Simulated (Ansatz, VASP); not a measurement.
## BN: VASP beside Ansatz

Contents of INCAR:

```
SYSTEM = BN
  PREC = Accurate
  ENCUT = 600
  EDIFF = 1E-6
  ISMEAR = 0
  SIGMA = 0.02
  LREAL = .FALSE.
  LASPH = .TRUE.
  NELM = 100
  ALGO = Normal
  ISIF = 3
  LWAVE = .FALSE.
  LCHARG = .FALSE.
  GGA = PE
  IBRION = 2
  NSW = 100
  EDIFFG = -0.01
```

Contents of KPOINTS:

```
Automatic mesh
0
G
  12 12 12
  0 0 0
```

File POSCAR:

```
BN
1.0
    1.2783630266      0.7380632375      6.3155769086
   -1.2783630266      0.7380632375      6.3155769086
    0.0000000000     -1.4761264750      6.3155769086
B N
3 3
Direct
    0.7641429445      0.7641429445      0.7641429445
    0.5414569686      0.5414569686      0.5414569686
    0.3193237197      0.3193237197      0.3193237197
    0.6806167874      0.6806167874      0.6806167874
    0.2358368706      0.2358368706      0.2358368706
    0.4586227093      0.4586227093      0.4586227093
```

Input for Ansatz:

```yaml
crystal:
  lattice:
    - [1.2783630266, 0.7380632375, 6.3155769086]
    - [-1.2783630266, 0.7380632375, 6.3155769086]
    - [0.0, -1.476126475, 6.3155769086]
  atoms:
    - { symbol: B, position: [0.7641429445, 0.7641429445, 0.7641429445] }
    - { symbol: B, position: [0.5414569686, 0.5414569686, 0.5414569686] }
    - { symbol: B, position: [0.3193237197, 0.3193237197, 0.3193237197] }
    - { symbol: "N", position: [0.6806167874, 0.6806167874, 0.6806167874] }
    - { symbol: "N", position: [0.2358368706, 0.2358368706, 0.2358368706] }
    - { symbol: "N", position: [0.4586227093, 0.4586227093, 0.4586227093] }
basis:
  ecutwfc: 420
kpoints:
  mp_grid: { grid: [12, 12, 12] }
hamiltonian:
  xc: pbe
scf:
  occupations: { method: gaussian, width: 0.02 }
output:
  forces: true
  stress: true
  eigenvalues: true
relax:
  adjacent_minimum: "off"
  f_tol: 0.01
  max_steps: 80
  cell: { stress_tol: 0.05 }
```

Alike in both runs: task relaxation of cell and atoms; functional PBE; k mesh 12 × 12 × 12; occupations gaussian, width 0.02 eV; no spin polarisation.

|  | VASP | Ansatz |
| --- | --- | --- |
| version | VASP 6.6.1 | Ansatz 0.2.0 |
| potentials or method | VASP PAW PBE potentials, release 64 (B, N) | scalar-relativistic, plane waves, PAW |
| plane-wave cutoff (eV) | 600 | 420 |
| valence electrons in the cell | 24 | 24 |

Ansatz gave:

- gap on the k mesh at the Fermi level, each at its own relaxed structure (eV): 5.53
- relaxed volume (Å³/atom): 5.96
- relaxed cell length with the largest relative difference (Å): 6.487

**Question.** What did VASP give for the same quantities?

**Answer.** gap on the k mesh at the Fermi level, each at its own relaxed structure (eV): 5.53; relaxed volume (Å³/atom): 5.96; relaxed cell length with the largest relative difference (Å): 6.486.

Caveats: the relaxation stopped at its first step, so nothing moved. A k mesh can miss the band edges.
